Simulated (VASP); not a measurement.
# KBr (Fm-3m) in VASP: a series of runs

The runs below take KBr through single point, relaxation of cell and atoms, with r2SCAN.

Program: VASP 6.6.1. These are calculated values, not measurements. Logs are shortened: lines on timing, memory, paths and dates and some standing lists are left out, and cuts for length are marked.

## Step 1: The structure

It takes space group Fm-3m (No. 225, cubic). Conventional cell: a = 6.604 Å, b = 6.604 Å, c = 6.604 Å, α = 90.00°, β = 90.00°, γ = 90.00°. Around K (site symmetry m-3m) lie 6 Br at 3.30 Å. Br (site symmetry m-3m) has 6 K at 3.30 Å as nearest neighbours.

The cell was built by a generator and needn't be a form met in nature.

## Step 2: Single point, r2SCAN

POSCAR

```
KBr
1.0
    0.0000000000      3.3022478183      3.3022478183
    3.3022478183      0.0000000000      3.3022478183
    3.3022478183      3.3022478183      0.0000000000
K Br
1 1
Direct
    0.0000000000      0.0000000000      0.0000000000
    0.5000000000      0.5000000000      0.5000000000
```

INCAR.step1

```
SYSTEM = KBr
PREC = Accurate
ENCUT = 520
ISMEAR = -1
SIGMA = 0.02
LREAL = .FALSE.
LASPH = .TRUE.
NELM = 60
NBANDS = 15
GGA = PE
ALGO = Normal
EDIFF = 1E-4
LWAVE = .TRUE.
LCHARG = .FALSE.
```

INCAR.step2

```
SYSTEM = KBr
PREC = Accurate
ENCUT = 520
EDIFF = 1E-7
ISMEAR = -1
SIGMA = 0.02
LREAL = .FALSE.
LASPH = .TRUE.
NELM = 60
ALGO = Normal
ISIF = 2
LWAVE = .FALSE.
LCHARG = .FALSE.
METAGGA = R2SCAN
LMIXTAU = .TRUE.
NBANDS = 15
ISTART = 1
```

KPOINTS

```
Automatic mesh
0
G
  6 6 6
  0 0 0
```

Potentials or basis: VASP PAW PBE potentials, release 64 (K_sv, Br).

Run with:

```bash
$ cat potpaw_PBE.64/K_sv/POTCAR potpaw_PBE.64/Br/POTCAR > POTCAR
$ cp INCAR.step1 INCAR
$ mpirun -np 1 vasp_std > vasp.out
$ cp INCAR.step2 INCAR
$ mpirun -np 1 vasp_std > vasp.out
```

OUTCAR:

```text
SYSTEM = KBr
   PREC = Accurate
   ENCUT = 520
   EDIFF = 1E-7
   ISMEAR = -1
   LREAL = .FALSE.
   LASPH = .TRUE.
   NELM = 60
   ISIF = 2
   METAGGA = R2SCAN
   ISTART = 1

 ion  position               nearest neighbor table
   1  0.000  0.000  0.000-   2 3.30   2 3.30   2 3.30   2 3.30   2 3.30   2 3.30
   2  0.500  0.500  0.500-   1 3.30   1 3.30   1 3.30   1 3.30   1 3.30   1 3.30

  LATTYP: Found a face centered cubic cell.
 ALAT       =     6.6044956366

  Lattice vectors:

 A1 = (   0.0000000000,   3.3022478183,   3.3022478183)
 A2 = (   3.3022478183,   0.0000000000,   3.3022478183)
 A3 = (   3.3022478183,   3.3022478183,   0.0000000000)

Analysis of symmetry for initial positions (statically):
=====================================================================
 Subroutine PRICEL returns:
 Original cell was already a primitive cell.

 Routine SETGRP: Setting up the symmetry group for a
 face centered cubic supercell.

 Subroutine GETGRP returns: Found 48 space group operations
 (whereof 48 operations were pure point group operations)
 out of a pool of 48 trial point group operations.

The static configuration has the point symmetry O_h .

Analysis of symmetry for dynamics (positions and initial velocities):
=====================================================================
 Subroutine PRICEL returns:
 Original cell was already a primitive cell.

 Routine SETGRP: Setting up the symmetry group for a
 face centered cubic supercell.

 Subroutine GETGRP returns: Found 48 space group operations
 (whereof 48 operations were pure point group operations)
 out of a pool of 48 trial point group operations.

The dynamic configuration has the point symmetry O_h .

 Subroutine INISYM returns: Found 48 space group operations
 (whereof 48 operations are pure point group operations),
 and found     1 'primitive' translations

----------------------------------------------------------------------------------------

                                     Primitive cell

  volume of cell :      72.0210

  direct lattice vectors                    reciprocal lattice vectors
     0.000000000  3.302247818  3.302247818    -0.151412016  0.151412016  0.151412016
     3.302247818  0.000000000  3.302247818     0.151412016 -0.151412016  0.151412016
     3.302247818  3.302247818  0.000000000     0.151412016  0.151412016 -0.151412016

  length of vectors
     4.670083651  4.670083651  4.670083651     0.262253305  0.262253305  0.262253305

  position of ions in fractional coordinates (direct lattice)
     0.000000000  0.000000000  0.000000000
     0.500000000  0.500000000  0.500000000
[... 80 lines left out ...]
   NUPDOWN=      -1.0000    fix difference up-down
   EMIN   =  10.00;   EMAX   =-10.00  energy-range for DOS
   EFERMI =   0.00;   METHOD = LEGACY
   ISMEAR =    -1;   SIGMA  =   0.02  broadening in eV -4-tet -1-fermi 0-gaus
   EFERMI_NEDOS =   21; number of points for ismear=-14 and -15
   IALGO  =     38    algorithm
   IMIX   =      4    mixing-type and parameters
     AMIX     =   0.40;   BMIX     =  1.00
     AMIX_MAG =   1.60;   BMIX_MAG =  1.00
  volume/ion in A,a.u.               =      36.01       243.01
  Fermi-wavevector in a.u.,A,eV,Ry     =   0.991506  1.873674 13.375661  0.983083
  Thomas-Fermi vector in A             =   2.123252
   LORBIT       =      0    0 simple, 1 ext, 2 COOP (PROOUT), +10 PAW based schemes
   METAGGA = R2SCAN    functional components
   LHFCALC =     F    Hartree Fock is set to
   AEXX    =    0.0000 exact exchange contribution
   IVDW    =     0    specifies the selected vdW correction
   LEPSILON=     F    determine dielectric tensor
   LRPA    =     F    only Hartree local field effects (RPA)
 non-spin polarized calculation
  energy-cutoff  :      520.00
  volume of cell :       72.02
 maximum number of plane-waves:      1964
   NGX = 17   NGY = 17   NGZ = 17

 number of electron      15.9999997 magnetization

 Free energy of the ion-electron system (eV)
  ---------------------------------------------------
  ext. energy  EPLUGINS =         0.00000000
  ---------------------------------------------------
  free energy    TOTEN  =       -23.24865406 eV

  energy without entropy =      -23.24865406  energy(sigma->0) =      -23.24865406

 E-fermi :  -1.7336     XC(G=0):  -7.7400

 val. band max:       -2.1567348778   @ k =   0.0000   0.0000   0.0000
 cond. band min:       2.9168859804   @ k =   0.0000   0.0000   0.0000
 fundamental gap:      5.0736208582
 Fermi energy:        -1.7336268914

 k-point     1 :       0.0000    0.0000    0.0000
  band No.  band energies     occupation
      1     -31.0438      2.00000
      2     -14.8823      2.00000
      3     -13.7496      2.00000
      4     -13.7496      2.00000
      5     -13.7496      2.00000
      6      -2.1567      2.00000
      7      -2.1567      2.00000
      8      -2.1567      2.00000
      9       2.9169      0.00000
     10       6.0791      0.00000
     11       6.0791      0.00000
     12       6.0791      0.00000
     13       7.0585      0.00000
     14       7.0585      0.00000
[... 257 lines left out ...]
      2     -14.8521      2.00000
      3     -13.8237      2.00000
      4     -13.7974      2.00000
      5     -13.6857      2.00000
      6      -2.8701      2.00000
      7      -2.6248      2.00000
      8      -2.6074      2.00000
      9       4.9575      0.00000
     10       6.6078      0.00000
     11       6.7188      0.00000
     12       7.9401      0.00000
     13       8.6966      0.00000
     14       9.4238      0.00000
     15       9.9502      0.00000

------------------------ aborting loop because EDIFF is reached ----------------------------------------

  FORCE on cell =-STRESS in cart. coord.  units (eV):
  Direction    XX          YY          ZZ          XY          YZ          ZX
  --------------------------------------------------------------------------------------
  -------------------------------------------------------------------------------------
  Total        0.0128977      0.0128977      0.0128977     -0.0000000      0.0000000      0.0000000
  in kB        0.2869220      0.2869220      0.2869220     -0.0000000      0.0000000      0.0000000
  external PRESSURE =       0.2869220 kB  Pullay stress =       0.0000000 kB

 VOLUME and BASIS-vectors are now :
 -----------------------------------------------------------------------------
  energy-cutoff  :      520.00
  volume of cell :       72.02
      direct lattice vectors                 reciprocal lattice vectors
     0.000000000  3.302247818  3.302247818    -0.151412016  0.151412016  0.151412016
     3.302247818  0.000000000  3.302247818     0.151412016 -0.151412016  0.151412016
     3.302247818  3.302247818  0.000000000     0.151412016  0.151412016 -0.151412016

 POSITION                                       TOTAL-FORCE (eV/Angst)
 -----------------------------------------------------------------------------------
      0.00000      0.00000      0.00000        -0.000000      0.000000      0.000000
      3.30225      3.30225      3.30225         0.000000     -0.000000     -0.000000
 -----------------------------------------------------------------------------------
    total drift:                                0.000000      0.000000      0.000000

  FREE ENERGIE OF THE ION-ELECTRON SYSTEM (eV)
  ---------------------------------------------------
  free  energy   TOTEN  =       -23.2486540562 eV

  energy  without entropy=      -23.2486540562  energy(sigma->0) =      -23.24865406
```

OUTCAR.step1:

```text
SYSTEM = KBr
   PREC = Accurate
   ENCUT = 520
   ISMEAR = -1
   LREAL = .FALSE.
   LASPH = .TRUE.
[... 498 lines left out ...]
      0.00000      0.00000      0.00000         0.000000      0.000000      0.000000
      3.30225      3.30225      3.30225        -0.000000     -0.000000     -0.000000
 -----------------------------------------------------------------------------------
    total drift:                                0.000000      0.000000      0.000000

  FREE ENERGIE OF THE ION-ELECTRON SYSTEM (eV)
  ---------------------------------------------------
  free  energy   TOTEN  =        -6.2157669099 eV

  energy  without entropy=       -6.2157669099  energy(sigma->0) =       -6.21576691
```

OSZICAR.step1:

```text
N       E                     dE             d eps       ncg     rms          rms(c)
DAV:   1     0.104912339417E+03    0.10491E+03   -0.69933E+03   480   0.952E+02
DAV:   2     0.486522192193E+00   -0.10443E+03   -0.95294E+02   628   0.232E+02
DAV:   3    -0.619821328426E+01   -0.66847E+01   -0.66399E+01   669   0.522E+01
DAV:   4    -0.638739274295E+01   -0.18918E+00   -0.18916E+00   700   0.821E+00
DAV:   5    -0.638891622023E+01   -0.15235E-02   -0.15235E-02   683   0.818E-01    0.310E+00
DAV:   6    -0.621690393881E+01    0.17201E+00   -0.21852E-01   599   0.224E+00    0.226E+00
DAV:   7    -0.620567730508E+01    0.11227E-01   -0.10721E-01   648   0.176E+00    0.102E+00
DAV:   8    -0.621465790020E+01   -0.89806E-02   -0.11890E-02   553   0.793E-01    0.113E-01
DAV:   9    -0.621547287742E+01   -0.81498E-03   -0.83685E-04   620   0.177E-01    0.787E-02
DAV:  10    -0.621575025103E+01   -0.27737E-03   -0.27812E-04   500   0.960E-02    0.118E-02
DAV:  11    -0.621576690992E+01   -0.16659E-04   -0.22006E-05   464   0.294E-02
   1 F= -.62157669E+01 E0= -.62157669E+01  d E =-.799290E-13
```

It took 66 s on 1 thread of Intel Xeon Platinum 8375C at 2.90GHz (Ice Lake), shared host; peak memory 0.22 GiB.

Results:

- Free energy: -23.2487 eV
- Pressure: 0.0 GPa
- Band gap on the k mesh: 5.07 eV, direct

Levels at points of the mesh, in eV from the valence-band top:
```tsv
k point	band 6	band 7	band 8	band 9	band 10	band 11
(0.00, 0.00, 0.00)	0.00	0.00	0.00	5.07	8.24	8.24
(0.50, 0.00, 0.00)	-1.16	-0.33	-0.33	7.13	8.86	10.53
(0.50, 0.50, 0.00)	-0.82	-0.29	-0.29	6.36	8.02	10.12
```

Caveat: the PAW data sets were made with another functional, which shifts forces and pressure a little.

## Step 3: Relaxation of cell and atoms, r2SCAN

This run uses another cell than the first one, of 37.67 Å³/atom, 1.046 times its volume.

POSCAR

```
KBr
1.0
    0.0000000000      3.3523161578      3.3523161578
    3.3523161578      0.0000000000      3.3523161578
    3.3523161578      3.3523161578      0.0000000000
K Br
1 1
Direct
    0.0000000000      0.0000000000      0.0000000000
    0.5000000000      0.5000000000      0.5000000000
```

INCAR.step1

```
PREC     = Accurate       # precision mode
ENCUT    = 600            # plane-wave cutoff, eV
ISMEAR   = -1             # smearing method
SIGMA    = 0.02           # smearing width, eV
LREAL    = F              # projectors in reciprocal space
LASPH    = T              # aspherical terms in the spheres
NELM     = 60             # most SCF steps
GGA      = PE             # functional
ALGO     = Normal         # electronic algorithm
EDIFF    = 1E-4           # SCF threshold, eV
LWAVE    = T              # write WAVECAR
LCHARG   = F              # write CHGCAR
```

INCAR.step2

```
PREC     = Accurate       # precision mode
ENCUT    = 600            # plane-wave cutoff, eV
EDIFF    = 1E-6           # SCF threshold, eV
ISMEAR   = -1             # smearing method
SIGMA    = 0.02           # smearing width, eV
LREAL    = F              # projectors in reciprocal space
LASPH    = T              # aspherical terms in the spheres
NELM     = 60             # most SCF steps
ALGO     = Normal         # electronic algorithm
ISIF     = 3              # what is computed and relaxed
LWAVE    = F              # write WAVECAR
LCHARG   = F              # write CHGCAR
METAGGA  = R2SCAN         # meta-GGA
LMIXTAU  = T            
IBRION   = 2              # ionic algorithm
NSW      = 80             # ionic steps
EDIFFG   = -0.005         # ionic threshold
ISTART   = 1
```

KPOINTS

```
regular mesh
0
Gamma
  6 6 6
```

Potentials or basis: VASP PAW PBE potentials, release 64 (K_sv, Br).

Run with:

```bash
$ cat potpaw_PBE.64/K_sv/POTCAR potpaw_PBE.64/Br/POTCAR > POTCAR
$ cp INCAR.step1 INCAR
$ mpirun -np 1 vasp_std > vasp.out
$ cp INCAR.step2 INCAR
$ mpirun -np 1 vasp_std > vasp.out
```

OUTCAR:

```text
PREC = Accurate
   ENCUT = 600
   EDIFF = 1E-6
   ISMEAR = -1
   LREAL = F
   LASPH = T
   NELM = 60
   ISIF = 3
   METAGGA = R2SCAN
   IBRION = 2
   NSW = 80
   EDIFFG = -0.005
   ISTART = 1

 ion  position               nearest neighbor table
   1  0.000  0.000  0.000-
   2  0.500  0.500  0.500-

  LATTYP: Found a face centered cubic cell.
 ALAT       =     6.7046323156

  Lattice vectors:

 A1 = (   0.0000000000,   3.3523161578,   3.3523161578)
 A2 = (   3.3523161578,   0.0000000000,   3.3523161578)
 A3 = (   3.3523161578,   3.3523161578,   0.0000000000)

Analysis of symmetry for initial positions (statically):
=====================================================================
 Subroutine PRICEL returns:
 Original cell was already a primitive cell.
[... 171 lines left out ...]
  Total       -0.2872922     -0.2872922     -0.2872922      0.0000000     -0.0000000     -0.0000000
  in kB       -6.1089921     -6.1089921     -6.1089921      0.0000000     -0.0000000     -0.0000000
  external PRESSURE =      -6.1089921 kB  Pullay stress =       0.0000000 kB
[... 95 lines left out ...]
--------------------------------------- Ionic step        4  -------------------------------------------

 number of electron      16.0000000 magnetization

 Free energy of the ion-electron system (eV)
  ---------------------------------------------------
  ext. energy  EPLUGINS =         0.00000000
  ---------------------------------------------------
  free energy    TOTEN  =       -23.24992721 eV

  energy without entropy =      -23.24992721  energy(sigma->0) =      -23.24992721

 E-fermi :  -1.6647     XC(G=0):  -7.7297

 val. band max:       -2.1662052789   @ k =   0.0000   0.0000   0.0000
 cond. band min:       2.9002074652   @ k =   0.0000   0.0000   0.0000
 fundamental gap:      5.0664127441
 Fermi energy:        -1.6647024805

 k-point     1 :       0.0000    0.0000    0.0000
  band No.  band energies     occupation
      1     -31.0584      2.00000
      2     -14.8889      2.00000
      3     -13.7645      2.00000
      4     -13.7645      2.00000
      5     -13.7645      2.00000
      6      -2.1662      2.00000
      7      -2.1662      2.00000
      8      -2.1662      2.00000
      9       2.9002      0.00000
     10       6.0689      0.00000
     11       6.0689      0.00000
     12       6.0689      0.00000
[... 252 lines left out ...]
  FREE ENERGIE OF THE ION-ELECTRON SYSTEM (eV)
  ---------------------------------------------------
  free  energy   TOTEN  =       -23.2499272114 eV

  energy  without entropy=      -23.2499272114  energy(sigma->0) =      -23.24992721

 reached required accuracy - stopping structural energy minimisation
```

OUTCAR.step1:

```text
PREC = Accurate
   ENCUT = 600
   ISMEAR = -1
   LREAL = F
   LASPH = T
   NELM = 60
[... 449 lines left out ...]
 -----------------------------------------------------------------------------------
      0.00000      0.00000      0.00000        -0.000000      0.000000      0.000000
      3.35232      3.35232      3.35232         0.000000     -0.000000     -0.000000
 -----------------------------------------------------------------------------------
    total drift:                                0.000000     -0.000000     -0.000000

  FREE ENERGIE OF THE ION-ELECTRON SYSTEM (eV)
  ---------------------------------------------------
  free  energy   TOTEN  =        -6.2236890719 eV

  energy  without entropy=       -6.2236890719  energy(sigma->0) =       -6.22368907
```

OSZICAR.step1:

```text
N       E                     dE             d eps       ncg     rms          rms(c)
DAV:   1     0.112754920568E+03    0.11275E+03   -0.75753E+03   384   0.131E+03
DAV:   2     0.573121069394E+00   -0.11218E+03   -0.10506E+03   508   0.276E+02
DAV:   3    -0.615943721196E+01   -0.67326E+01   -0.67045E+01   492   0.631E+01
DAV:   4    -0.640693850120E+01   -0.24750E+00   -0.24722E+00   664   0.101E+01
DAV:   5    -0.640790688954E+01   -0.96839E-03   -0.96831E-03   496   0.703E-01    0.287E+00
DAV:   6    -0.622545552180E+01    0.18245E+00   -0.29938E-01   476   0.280E+00    0.208E+00
DAV:   7    -0.621249530422E+01    0.12960E-01   -0.13967E-01   480   0.218E+00    0.997E-01
DAV:   8    -0.622256521996E+01   -0.10070E-01   -0.16977E-02   540   0.108E+00    0.134E-01
DAV:   9    -0.622317240833E+01   -0.60719E-03   -0.68480E-04   484   0.179E-01    0.851E-02
DAV:  10    -0.622368525018E+01   -0.51284E-03   -0.60365E-04   444   0.179E-01    0.166E-02
DAV:  11    -0.622368907189E+01   -0.38217E-05   -0.13864E-05   360   0.286E-02
   1 F= -.62236891E+01 E0= -.62236891E+01  d E =-.148364E-12
```

Wall time 3.6 min (1 thread of Intel Xeon Platinum 8375C at 2.90GHz (Ice Lake), shared host); peak memory 0.27 GiB.

Results:

```yaml
Free_energy: -23.2499 eV
Relaxed_volume: 36.10 Å³/atom
Relaxed_cell: a = 4.674 Å, b = 4.674 Å, c = 4.674 Å, α = 60.00°, β = 60.00°, γ = 60.00°
Space_group_after_relaxing_to_0.05_Å: Fm-3m (No. 225)
Energy_gained_by_relaxing: 3.1 meV/atom
Ionic_steps: 4
Pressure_after_relaxing: 0.0 GPa
Band_gap_on_the_k_mesh: 5.07 eV, direct
```

Step by step:
```tsv
step	energy change (eV)	largest force (eV/Å)	pressure (GPa)	volume (Å³)
1	0.0000	0.0000	-0.61	75.35
2	-0.0046	0.0000	-0.33	73.79
3	-0.0063	0.0000	-0.03	72.31
4	-0.0063	0.0000	0.01	72.20
```

Final structure:
```
K Br
1.0
     0.00000    3.30491    3.30491
     3.30491    0.00000    3.30491
     3.30491    3.30491    0.00000
K Br
1 1
Cartesian
  6.6098 3.3049 3.3049
  3.3049 3.3049 3.3049
```

Caveat: the PAW data sets were made with another functional, which shifts forces and pressure a little.
